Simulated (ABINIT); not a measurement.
The system is W.

```
W
1.0
    -1.58234    1.58234    1.58234
     1.58234   -1.58234    1.58234
     1.58234    1.58234   -1.58234
W
1
Cartesian
  0.0000 0.0000 0.0000
```

Base run:

| Item | Value |
| --- | --- |
| Program | ABINIT 10.8.3 (patched build) |
| Functional | SCAN |
| Potentials or basis | JTH PAW PBE v2.0 |
| Cutoff | 517 eV |
| k mesh | 12 × 12 × 12 |
| Occupations | fermi-dirac, width 0.05 eV |
| Spin | no spin polarisation |

Its results: band gap on the k mesh none (metal or under the smearing width); pressure -5.2 GPa.

Question: After a change of settings the same cell gave: band gap on the k mesh none (metal or under the smearing width); pressure 9.9 GPa. Which change was it?
A. functional from SCAN to RPBE
B. functional from SCAN to r2SCAN
C. functional from SCAN to WC
D. functional from SCAN to AM05

Answer: A.

Caveats: the PAW data sets were made with another functional, which shifts forces and pressure a little; spin-orbit coupling is left out, which moves the levels of the heavy elements.
